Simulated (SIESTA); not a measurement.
**Cu under changes of volume**

One of the cells (11.810 Å³/atom); the others are scaled copies at fixed shape and fractional positions:

```xyz
1
Lattice="0.0000 1.8075 1.8075 1.8075 0.0000 1.8075 1.8075 1.8075 0.0000" Properties=species:S:1:pos:R:3 pbc="T T T"
Cu    0.0000    0.0000    0.0000
```

| Quantity | Value |
| --- | --- |
| Program | SIESTA 5.4.2 |
| Functional | B86bPBE |
| Potentials or basis | PseudoDojo 0.4 standard (PBE files) |
| Basis | TZP (energy shift 0.02 Ry) |
| Grid cutoff | 800 Ry |
| Energy shift | 0.02 Ry |
| k mesh | 13 × 13 × 13 |
| Occupations | fermi-dirac, width 0.05 eV |
| Spin | no spin polarisation |

| volume (Å³/atom) | energy over the lowest point (meV/atom) | pressure (GPa) |
| --- | --- | --- |
| 11.102 | ? | ? |
| 11.338 | 13.30 | 9.5 |
| 11.574 | 3.50 | 3.9 |
| 11.810 | 0.00 | 0.4 |
| 12.047 | 3.15 | -4.1 |
| 12.283 | 10.18 | -6.9 |
| 12.519 | 23.20 | -11.0 |

Problem. What does the run at 11.102 Å³/atom give?

Solution. Energy over the lowest point 28.98 meV/atom; pressure 12.8 GPa.

Worked out: A Birch-Murnaghan fit of order 3 (a polynomial in V^(-2/3)) to the other rows has its minimum at 11.82 Å³/atom with B0 = V·E''(V) = 197 GPa and B' = 4.0. It gives 30.17 meV/atom at 11.102 Å³/atom, against the run's 28.98, and -dE/dV = 14.1 GPa, against 12.8.

Energies are extrapolated to zero smearing.

Caveats: semicore shells carry a single zeta, which can move pressures by several GPa and volumes by a few percent; the potentials were made for another functional, which shifts forces and pressure; the basis of atomic orbitals isn't converged, which shifts pressures, moduli and gaps.
